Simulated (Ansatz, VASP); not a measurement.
**WS2 in VASP and in Ansatz**

```
W S
1.0
     2.64256    0.00000    0.00000
     0.00000    2.64256    0.00000
     0.00000    0.00000    9.41528
W S
1 2
Cartesian
  1.3213 1.3213 4.7076
  1.3213 1.3213 7.2089
  1.3213 1.3213 2.2064
```

Change from the starting cell: volume scaled by 1.06.

Alike in both runs: task single point; functional PBE; k mesh 10 × 10 × 3; occupations fermi-dirac, width 0.05 eV; no spin polarisation.

|  | VASP | Ansatz |
| --- | --- | --- |
| version | VASP 6.6.1 | Ansatz 0.2.0 |
| potentials or method | VASP PAW PBE potentials, release 64 (W_sv, S), cutoff 520 eV | all-electron LAPW, scalar-relativistic |

```tsv
	VASP	Ansatz	Ansatz less VASP
gap on the k mesh at the Fermi level (eV)	none	none	-
pressure (GPa)	-5.2	-5.2	-0.02
largest component of the traceless stress (GPa)	0.41	0.33	-0.084
rms of the force components (eV/Å)	0.213	0.213	+0.0001
```

Atom by atom the forces differ by 0.000 eV/Å (rms over components). A gap of «none» marks a metal or a gap that the smearing closes. Ansatz ran all-electron here, so the differences hold the error of VASP's frozen core and of both bases.

Caveats: this functional lacks dispersion, which binds the layers, so the pressure and a relaxed spacing across them are unreliable. The runs have no spin-orbit coupling, so splittings on W are missing.
